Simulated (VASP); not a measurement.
# AlN (P6_3mc) in VASP: notebook, part 2 of 2

VASP 6.6.1. The steps go on from the part before.

## Step 3: Relaxation of cell and atoms, PBE

This run uses another cell than the first one, of 10.45 Å³/atom, 1.006 times its volume.

INCAR reads:

```
  PREC = Accurate
  ENCUT = 600
  EDIFF = 1E-6
  ISMEAR = 0
  SIGMA = 0.03
  LREAL = False
  LASPH = True
  NELM = 80
  ALGO = Normal
  ISIF = 3
  LWAVE = False
  LCHARG = False
  GGA = PE
  IBRION = 2
  NSW = 90
  EDIFFG = -0.01
  KPAR = 2
```

KPOINTS reads:

```
Automatic mesh
0
Gamma
  12 12 6
```

POSCAR reads:

```
AlN
1.0
    3.1130000000      0.0000000000      0.0000000000
   -1.5565000000      2.6959370820      0.0000000000
    0.0000000000      0.0000000000      4.9810000000
Al N
2 2
Direct
    0.3333333333      0.6666666667      0.0000000000
    0.6666666667      0.3333333333      0.5000000000
    0.3333333333      0.6666666667      0.3800000000
    0.6666666667      0.3333333333      0.8800000000
```

Potentials or basis: VASP PAW PBE potentials, release 64 (Al, N).

The run is started by

```
> cat potpaw_PBE.64/Al/POTCAR potpaw_PBE.64/N/POTCAR > POTCAR
> mpirun -np 2 vasp_std > vasp.out
```

OUTCAR:

```text
PREC = Accurate
   ENCUT = 600
   EDIFF = 1E-6
   ISMEAR = 0
   LREAL = False
   LASPH = True
   NELM = 80
   ISIF = 3
   GGA = PE
   IBRION = 2
   NSW = 90
   EDIFFG = -0.01

 ion  position               nearest neighbor table
   1  0.333  0.667  0.000-   3 1.89   4 1.89   4 1.89   4 1.89   2 3.07   2 3.07   2 3.07   2 3.07
                             2 3.07   2 3.07
   2  0.667  0.333  0.500-   4 1.89   3 1.89   3 1.89   3 1.89   1 3.07   1 3.07   1 3.07   1 3.07
                             1 3.07   1 3.07
   3  0.333  0.667  0.380-   1 1.89   2 1.89   2 1.89   2 1.89
   4  0.667  0.333  0.880-   2 1.89   1 1.89   1 1.89   1 1.89

  LATTYP: Found a hexagonal cell.
 ALAT       =     3.1130000000
 C/A-ratio  =     1.6000642467

  Lattice vectors:

 A1 = (   3.1130000000,   0.0000000000,   0.0000000000)
 A2 = (  -1.5565000000,   2.6959370820,   0.0000000000)
 A3 = (   0.0000000000,   0.0000000000,   4.9810000000)

Analysis of symmetry for initial positions (statically):
=====================================================================
 Subroutine PRICEL returns:
 Original cell was already a primitive cell.

 Routine SETGRP: Setting up the symmetry group for a
 hexagonal supercell.

 Subroutine GETGRP returns: Found 12 space group operations
 (whereof  6 operations were pure point group operations)
 out of a pool of 24 trial point group operations.

The static configuration has the point symmetry C_3v.
 The point group associated with its full space group is C_6v.

Analysis of symmetry for dynamics (positions and initial velocities):
=====================================================================
 Subroutine PRICEL returns:
 Original cell was already a primitive cell.

 Routine SETGRP: Setting up the symmetry group for a
 hexagonal supercell.

 Subroutine GETGRP returns: Found 12 space group operations
 (whereof  6 operations were pure point group operations)
 out of a pool of 24 trial point group operations.

The dynamic configuration has the point symmetry C_3v.
 The point group associated with its full space group is C_6v.

 Subroutine INISYM returns: Found 12 space group operations
 (whereof  6 operations are pure point group operations),
 and found     1 'primitive' translations

----------------------------------------------------------------------------------------

                                     Primitive cell

  volume of cell :      41.8028

  direct lattice vectors                    reciprocal lattice vectors
     3.113000000  0.000000000  0.000000000     0.321233537  0.185464269  0.000000000
    -1.556500000  2.695937082  0.000000000     0.000000000  0.370928538  0.000000000
     0.000000000  0.000000000  4.981000000     0.000000000  0.000000000  0.200762899

  length of vectors
     3.113000000  3.113000000  4.981000000     0.370928538  0.370928538  0.200762899

  position of ions in fractional coordinates (direct lattice)
     0.333333333  0.666666667  0.000000000
     0.666666667  0.333333333  0.500000000
     0.333333333  0.666666667  0.380000000
     0.666666667  0.333333333  0.880000000

  ion indices of the primitive-cell ions
   primitive index   ion index
                 1           1
                 2           2
                 3           3
                 4           4

[... 67 lines left out ...]
   LSORBIT =      F    spin-orbit coupling
   LASPH  =      T    aspherical Exc in radial PAW
   ENCUT  =  600.0 eV  44.10 Ry    6.64 a.u.   6.22  6.22  9.95*2*pi/ulx,y,z
   NELM   =     80;   NELMIN=  2; NELMDL= -5     # of ELM steps
   EDIFF  = 0.1E-05   stopping-criterion for ELM
   LREAL  =      F    real-space projection
   EDIFFG = -.1E-01   stopping-criterion for IOM
   NSW    =     90    number of steps for IOM
   IBRION =      2    ionic relax: 0-MD 1-quasi-New 2-CG
   NFREE  =      1    steps in history (QN), initial steepest desc. (CG)
   ISIF   =      3    stress and relaxation
   ISYM   =      2    0-nonsym 1-usesym 2-fastsym
   POTIM  = 0.5000    time-step for ionic-motion
   TEBEG  =    0.0;   TEEND  =   0.0 temperature during run
   PSTRESS=    0.0 pullay stress
   NELECT =      16.0000    total number of electrons
   NUPDOWN=      -1.0000    fix difference up-down
   EMIN   =  10.00;   EMAX   =-10.00  energy-range for DOS
   EFERMI =   0.00;   METHOD = LEGACY
   ISMEAR =     0;   SIGMA  =   0.03  broadening in eV -4-tet -1-fermi 0-gaus
   EFERMI_NEDOS =   21; number of points for ismear=-14 and -15
   IALGO  =     38    algorithm
   IMIX   =      4    mixing-type and parameters
     AMIX     =   0.40;   BMIX     =  1.00
     AMIX_MAG =   1.60;   BMIX_MAG =  1.00
  volume/ion in A,a.u.               =      10.45        70.52
  Fermi-wavevector in a.u.,A,eV,Ry     =   1.188629  2.246183 19.222843  1.412839
  Thomas-Fermi vector in A             =   2.324754
   LORBIT       =      0    0 simple, 1 ext, 2 COOP (PROOUT), +10 PAW based schemes
   GGA     = PE    functional components
   LHFCALC =     F    Hartree Fock is set to
   AEXX    =    0.0000 exact exchange contribution
   IVDW    =     0    specifies the selected vdW correction
   LEPSILON=     F    determine dielectric tensor
   LRPA    =     F    only Hartree local field effects (RPA)
 conjugate gradient relaxation of ions
 non-spin polarized calculation
 Gauss-broadening in eV      SIGMA  =   0.03
  energy-cutoff  :      600.00
  volume of cell :       41.80
 maximum number of plane-waves:      1412
 NGX is ok and might be reduce to    28
   NGX = 13   NGY = 13   NGZ = 19

--------------------------------------- Ionic step        1  -------------------------------------------

 number of electron      16.0000000 magnetization

 Free energy of the ion-electron system (eV)
  ---------------------------------------------------
  ext. energy  EPLUGINS =         0.00000000
  ---------------------------------------------------
  free energy    TOTEN  =       -29.77433063 eV

  energy without entropy =      -29.77433063  energy(sigma->0) =      -29.77433063

------------------------ aborting loop because EDIFF is reached ----------------------------------------

  FORCE on cell =-STRESS in cart. coord.  units (eV):
  Direction    XX          YY          ZZ          XY          YZ          ZX
  --------------------------------------------------------------------------------------
  -------------------------------------------------------------------------------------
  Total        0.7297037      0.7297037      1.1617998      0.0000000      0.0000000      0.0000000
  in kB       27.9673771     27.9673771     44.5283353      0.0000000      0.0000000      0.0000000
  external PRESSURE =      33.4876965 kB  Pullay stress =       0.0000000 kB
[... 63 lines left out ...]
--------------------------------------- Ionic step        3  -------------------------------------------

 number of electron      15.9999999 magnetization

 Free energy of the ion-electron system (eV)
  ---------------------------------------------------
  ext. energy  EPLUGINS =         0.00000000
  ---------------------------------------------------
  free energy    TOTEN  =       -29.78264092 eV

  energy without entropy =      -29.78264092  energy(sigma->0) =      -29.78264092

 E-fermi :   6.1764     XC(G=0): -10.8355

 val. band max:        5.9763197842   @ k =   0.0000   0.0000   0.0000
 cond. band min:      10.0414952245   @ k =   0.0000   0.0000   0.0000
 fundamental gap:      4.0651754402
 Fermi energy:         6.1764166825

 k-point     1 :       0.0000    0.0000    0.0000
  band No.  band energies     occupation
      1      -9.0972      2.00000
      2      -7.0120      2.00000
      3       0.0645      2.00000
      4       5.1407      2.00000
      5       5.1407      2.00000
      6       5.7815      2.00000
      7       5.7815      2.00000
      8       5.9763      2.00000
      9      10.0415      0.00000
     10      12.5146      0.00000
     11      16.4474      0.00000
     12      17.0311      0.00000
[... 331 lines left out ...]
 k-point    24 :       0.3333    0.0000    0.1667
  band No.  band energies     occupation
      1      -7.8018      2.00000
      2      -6.6084      2.00000
      3       1.1357      2.00000
      4       2.0826      2.00000
      5       2.6843      2.00000
      6       4.2440      2.00000
      7       5.1987      2.00000
      8       5.3368      2.00000
      9      11.7675      0.00000
     10      12.5857      0.00000
     11      14.3396      0.00000
     12      16.0287      0.00000

 [... further k-points ...]

------------------------ aborting loop because EDIFF is reached ----------------------------------------

  FORCE on cell =-STRESS in cart. coord.  units (eV):
  Direction    XX          YY          ZZ          XY          YZ          ZX
  --------------------------------------------------------------------------------------
  -------------------------------------------------------------------------------------
  Total        0.0186784      0.0186784     -0.0196718      0.0000000      0.0000000     -0.0000000
  in kB        0.7041698      0.7041698     -0.7416207      0.0000000      0.0000000     -0.0000000
  external PRESSURE =       0.2222396 kB  Pullay stress =       0.0000000 kB
[... 19 lines left out ...]
  FREE ENERGIE OF THE ION-ELECTRON SYSTEM (eV)
  ---------------------------------------------------
  free  energy   TOTEN  =       -29.7826409163 eV

  energy  without entropy=      -29.7826409163  energy(sigma->0) =      -29.78264092

 reached required accuracy - stopping structural energy minimisation
```

OSZICAR:

```text
N       E                     dE             d eps       ncg     rms          rms(c)
DAV:   1     0.573390269535E+02    0.57339E+02   -0.83135E+03  1824   0.134E+03
[... 22 lines left out ...]
       N       E                     dE             d eps       ncg     rms          rms(c)
DAV:   1    -0.297928629538E+02   -0.16788E-01   -0.32184E-01  1992   0.543E+00    0.663E-01
DAV:   2    -0.297829687675E+02    0.98942E-02   -0.31497E-02  2208   0.149E+00    0.186E-01
DAV:   3    -0.297827401914E+02    0.22858E-03   -0.19775E-03  2108   0.407E-01    0.660E-02
DAV:   4    -0.297826560962E+02    0.84095E-04   -0.15374E-04  2204   0.113E-01    0.317E-02
DAV:   5    -0.297826406350E+02    0.15461E-04   -0.29279E-05  2264   0.474E-02    0.117E-02
DAV:   6    -0.297826409163E+02   -0.28129E-06   -0.15829E-06  1284   0.135E-02
   3 F= -.29782641E+02 E0= -.29782641E+02  d E =-.831028E-02
```

Run time: 25 s. Hardware: 2 MPI ranks of AMD EPYC 9R45 (Zen 5), shared host; peak memory 0.17 GiB.

What came out:

- Free energy: -29.7826 eV
- Relaxed volume: 10.62 Å³/atom
- Relaxed cell: a = 3.127 Å, b = 3.127 Å, c = 5.018 Å, α = 90.00°, β = 90.00°, γ = 120.00°
- Space group after relaxing (to 0.05 Å): P6_3mc (No. 186)
- Energy gained by relaxing: 2.1 meV/atom
- Ionic steps: 3
- Pressure after relaxing: 0.0 GPa
- Largest force after relaxing: 0.004 eV/Å
- Band gap on the k mesh: 4.07 eV, direct

Forces on the atoms (eV/Å):
```
Al   0.000  0.000 -0.004
Al   0.000  0.000 -0.004
N    0.000  0.000  0.004
N    0.000  0.000  0.004
```

Stress tensor (GPa, compression positive):
```
 0.07  0.00  0.00
 0.00  0.07  0.00
 0.00  0.00 -0.07
```

The path:
| step | energy change (eV) | largest force (eV/Å) | pressure (GPa) | volume (Å³) |
| --- | --- | --- | --- | --- |
| 1 | 0.0000 | 0.1289 | 3.35 | 41.80 |
| 2 | -0.0017 | 0.0910 | -2.80 | 43.14 |
| 3 | -0.0083 | 0.0042 | 0.02 | 42.50 |

Final structure:
```cif
data_structure
_symmetry_space_group_name_H-M 'P 1'
_symmetry_Int_Tables_number 1
_cell_length_a 3.1273
_cell_length_b 3.1273
_cell_length_c 5.0175
_cell_angle_alpha 90.000
_cell_angle_beta 90.000
_cell_angle_gamma 120.000
_cell_volume 42.50
loop_
_atom_site_label
_atom_site_type_symbol
_atom_site_fract_x
_atom_site_fract_y
_atom_site_fract_z
_atom_site_occupancy
Al1 Al 0.33333 0.66667 0.99934 1
Al2 Al 0.66667 0.33333 0.49934 1
N1 N 0.33333 0.66667 0.38066 1
N2 N 0.66667 0.33333 0.88066 1
```

Levels at points of the mesh, in eV from the valence-band top:
```tsv
k point	band 6	band 7	band 8	band 9	band 10	band 11
(0.00, 0.00, 0.00)	-0.19	-0.19	0.00	4.07	6.54	10.47
(0.50, 0.00, 0.00)	-2.05	-1.74	-0.68	5.77	5.78	8.05
(0.00, 0.00, 0.50)	-0.52	-0.52	-0.52	6.33	6.33	10.18
(0.50, 0.00, 0.50)	-1.43	-1.34	-1.34	5.25	5.25	9.16
```

A k mesh can miss the band edges. PBE usually gives volumes a little too large and moduli too small.

## Step 4: Relaxation of cell and atoms, PBE

This run uses another cell than the first one, of 10.62 Å³/atom, 1.023 times its volume.

Changes to INCAR since step 3:

```diff
@@ -2,3 +2,3 @@
   ENCUT = 600
-  EDIFF = 1E-6
+  EDIFF = 1E-7
   ISMEAR = 0
@@ -15,3 +15,3 @@
   NSW = 90
-  EDIFFG = -0.01
+  EDIFFG = -0.005
   KPAR = 2
```

KPOINTS is that of step 3.

POSCAR reads:

```
AlN                                     
1.0
    3.1273442091      0.0000000000      0.0000000000
   -1.5636721045      2.7083595314     -0.0000000000
    0.0000000000      0.0000000000      5.0175425414
  Al              N             
     2     2
Direct
     0.3333333332999970    0.6666666667000030    0.9993379579581302
     0.6666666667000030    0.3333333332999970    0.4993379579581302
     0.3333333332999970    0.6666666667000030    0.3806620420418724
     0.6666666667000030    0.3333333332999970    0.8806620420418724
```

The run is started by

```
> cat potpaw_PBE.64/Al/POTCAR potpaw_PBE.64/N/POTCAR > POTCAR
> mpirun -np 2 vasp_std > vasp.out
```

It took 18 s on 2 MPI ranks of AMD EPYC 9R45 (Zen 5), shared host; peak memory 0.17 GiB.

The run converged. Its results:

```yaml
Free_energy: -29.7835 eV
Energy_gained_by_relaxing: 0.0 meV/atom
Ionic_steps: 2
Pressure_after_relaxing: 0.0 GPa
Largest_force_after_relaxing: 0.005 eV/Å
Band_gap_on_the_k_mesh: 4.06 eV, direct
```

Forces in eV/Å, atoms in the order of the input:
```
Al   0.000  0.000 -0.005
Al   0.000  0.000 -0.005
N    0.000  0.000  0.005
N    0.000  0.000  0.005
```

Final structure:
```cif
data_structure
_symmetry_space_group_name_H-M 'P 1'
_symmetry_Int_Tables_number 1
_cell_length_a 3.1279
_cell_length_b 3.1279
_cell_length_c 5.0159
_cell_angle_alpha 90.000
_cell_angle_beta 90.000
_cell_angle_gamma 120.000
_cell_volume 42.50
loop_
_atom_site_label
_atom_site_type_symbol
_atom_site_fract_x
_atom_site_fract_y
_atom_site_fract_z
_atom_site_occupancy
Al1 Al 0.33333 0.66667 0.99930 1
Al2 Al 0.66667 0.33333 0.49930 1
N1 N 0.33333 0.66667 0.38070 1
N2 N 0.66667 0.33333 0.88070 1
```

Levels at points of the mesh, in eV from the valence-band top:
```csv
k point,band 6,band 7,band 8,band 9,band 10,band 11
"(0.00, 0.00, 0.00)",-0.20,-0.20,0.00,4.06,6.53,10.47
"(0.50, 0.00, 0.00)",-2.05,-1.74,-0.68,5.77,5.77,8.04
"(0.00, 0.00, 0.50)",-0.53,-0.53,-0.53,6.33,6.33,10.18
"(0.50, 0.00, 0.50)",-1.44,-1.35,-1.35,5.25,5.25,9.16
```

A k mesh can miss the band edges. A hybrid or GW would open this gap; PBE tends to underestimate it.

## Step 5: Relaxation of cell and atoms, LDA

This run uses another cell than the first one, of 10.45 Å³/atom, 1.006 times its volume.

INCAR reads:

```
ALGO = Normal
EDIFF = 1E-6
EDIFFG = -0.01
ENCUT = 600
GGA = CA
IBRION = 2
ISIF = 3
ISMEAR = 0
LASPH = T
LCHARG = F
LREAL = F
LWAVE = F
NELM = 80
NSW = 90
PREC = Accurate
SIGMA = 0.03
```

KPOINTS reads:

```
k-points
0
Gamma
  12 12 6
```

POSCAR reads:

```
AlN
1.0
    3.1130000000      0.0000000000      0.0000000000
   -1.5565000000      2.6959370820      0.0000000000
    0.0000000000      0.0000000000      4.9810000000
Al N
2 2
Direct
    0.3333333333      0.6666666667      0.0000000000
    0.6666666667      0.3333333333      0.5000000000
    0.3333333333      0.6666666667      0.3800000000
    0.6666666667      0.3333333333      0.8800000000
```

Potentials or basis: VASP PAW LDA potentials, release 64 (Al, N).

The run is started by

```
> cat potpaw_LDA.64/Al/POTCAR potpaw_LDA.64/N/POTCAR > POTCAR
> mpirun -np 1 vasp_std > vasp.out
```

Wall time 44 s (1 thread of Intel Xeon 6975P-C (Granite Rapids), shared host); peak memory 0.18 GiB.

The run converged. Its results:

- Free energy: -32.8435 eV
- Relaxed volume: 10.23 Å³/atom
- Relaxed cell: a = 3.091 Å, b = 3.091 Å, c = 4.947 Å, α = 90.00°, β = 90.00°, γ = 120.00°
- Space group after relaxing (to 0.05 Å): P6_3mc (No. 186)
- Energy gained by relaxing: 3.2 meV/atom
- Ionic steps: 6
- Pressure after relaxing: 0.1 GPa
- Largest force after relaxing: 0.005 eV/Å
- Band gap on the k mesh: 4.41 eV, direct

Forces in eV/Å, atoms in the order of the input:
```
Al   0.000  0.000 -0.005
Al   0.000  0.000 -0.005
N    0.000  0.000  0.005
N    0.000  0.000  0.005
```

The path:
| step | energy change (eV) | largest force (eV/Å) | pressure (GPa) | volume (Å³) |
| --- | --- | --- | --- | --- |
| 1 | 0.0000 | 0.1194 | -4.21 | 41.80 |
| 2 | -0.0009 | 0.0854 | 4.30 | 40.16 |
| 3 | -0.0124 | 0.0200 | -0.04 | 40.96 |
| 4 | -0.0124 | 0.0180 | 0.06 | 40.94 |
| 5 | -0.0126 | 0.0112 | 0.08 | 40.93 |
| 6 | -0.0126 | 0.0047 | 0.09 | 40.93 |

Final structure:
```
Al N
1.0
     3.09088    0.00000    0.00000
    -1.54544    2.67678    0.00000
     0.00000    0.00000    4.94680
Al N
2 2
Cartesian
  0.0000 1.7845 4.9421
  1.5454 0.8923 2.4687
  0.0000 1.7845 1.8845
  1.5454 0.8923 4.3579
```

Levels at points of the mesh, in eV from the valence-band top:
| k point | band 5 | band 6 | band 7 | band 8 | band 9 | band 10 | band 11 | band 12 |
| --- | --- | --- | --- | --- | --- | --- | --- | --- |
| (0.00, 0.00, 0.00) | -0.89 | -0.23 | -0.23 | 0.00 | 4.41 | 6.71 | 10.64 | 11.08 |
| (0.50, 0.00, 0.00) | -3.43 | -2.14 | -1.84 | -0.71 | 5.72 | 5.72 | 8.25 | 10.28 |
| (0.00, 0.00, 0.50) | -0.57 | -0.57 | -0.57 | -0.57 | 6.59 | 6.59 | 10.30 | 10.30 |
| (0.50, 0.00, 0.50) | -1.51 | -1.51 | -1.40 | -1.40 | 5.25 | 5.25 | 9.20 | 9.20 |

## Step 6: Overview

| level | potentials or basis | gap on the mesh (eV) | pressure (GPa) | relaxed volume (Å³/atom) |
| --- | --- | --- | --- | --- |
| r2SCAN | VASP PAW PBE potentials, release 64 (Al, N) | 4.93 | 0.0 | 10.39 |
| PBE | VASP PAW PBE potentials, release 64 (Al, N) | 4.06 | 0.0 | 10.62 |
| LDA | VASP PAW LDA potentials, release 64 (Al, N) | 4.41 | 0.1 | 10.23 |

Alike in all rows: task relaxation of cell and atoms; no spin polarisation; cell relaxed; k mesh 12 × 12 × 6; cutoff (eV) 600; smearing gaussian 0.03 eV.

Caveats: the PAW data sets were made with another functional, which shifts forces and pressure a little (some runs).

Absolute energies hang on the potentials; compare differences alone.
